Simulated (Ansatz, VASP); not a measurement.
Te2Mo: VASP beside Ansatz

The input INCAR:

```
SYSTEM = Te2Mo
  PREC = Accurate
  ENCUT = 520
  EDIFF = 1E-6
  ISMEAR = 0
  SIGMA = 0.1
  LREAL = .False.
  LASPH = .True.
  NELM = 100
  ALGO = Normal
  ISIF = 2
  LWAVE = .False.
  LCHARG = .False.
  GGA = PS
  NBANDS = 35
```

The input KPOINTS:

```
Automatic mesh
0
Gamma
  6 6 1
  0 0 0
```

Contents of POSCAR:

```
Te2Mo
1.0
    3.5603917377      0.0000000000      0.0000000000
   -1.7801958688      3.0833896922      0.0000000000
    0.0000000000      0.0000000000     24.8112624000
Te Mo
4 2
Direct
    0.3333333300      0.6666666700      0.0793711400
    0.6666666700      0.3333333300      0.7763605200
    0.6666666700      0.3333333300      0.9206288600
    0.3333333300      0.6666666700      0.2236394800
    0.3333333300      0.6666666700      0.8484585100
    0.6666666700      0.3333333300      0.1515414900
```

Input for Ansatz:

```yaml
crystal:
  lattice:
    - [3.5603917377, 0.0, 0.0]
    - [-1.7801958688, 3.0833896922, 0.0]
    - [0.0, 0.0, 24.8112624]
  atoms:
    - { symbol: Te, position: [0.33333333, 0.66666667, 0.07937114] }
    - { symbol: Te, position: [0.66666667, 0.33333333, 0.77636052] }
    - { symbol: Te, position: [0.66666667, 0.33333333, 0.92062886] }
    - { symbol: Te, position: [0.33333333, 0.66666667, 0.22363948] }
    - { symbol: Mo, position: [0.33333333, 0.66666667, 0.84845851] }
    - { symbol: Mo, position: [0.66666667, 0.33333333, 0.15154149] }
basis:
  ecutwfc: 420
kpoints:
  mp_grid: { grid: [6, 6, 1] }
hamiltonian:
  xc: pbesol
scf:
  occupations: { method: gaussian, width: 0.1 }
output:
  forces: true
  stress: true
  eigenvalues: true
```

Alike in both runs: task single point; functional PBEsol; k mesh 6 × 6 × 1; occupations gaussian, width 0.1 eV; no spin polarisation.

|  | VASP | Ansatz |
| --- | --- | --- |
| version | VASP 6.6.1 | Ansatz 0.2.0 |
| potentials or method | VASP PAW PBE potentials, release 64 (Te, Mo_sv) | scalar-relativistic, plane waves, PAW |
| plane-wave cutoff (eV) | 520 | 420 |
| valence electrons in the cell | 52 | 92 |

```csv
,VASP,Ansatz,Ansatz less VASP
gap on the k mesh at the Fermi level (eV),1.02,1.02,+0.001
least direct gap on the mesh (eV),1.02,1.02,+0.001
rms of the force components (eV/Å),0.049,0.062,+0.0132
```

Atom by atom the forces differ by 0.014 eV/Å (rms over components). The two sets of potentials don't hold the same shells in valence.

Caveats: the PAW data sets were made with another functional, which shifts forces and pressure a little (VASP); spin-orbit coupling is left out, which moves the levels of the heavy elements.
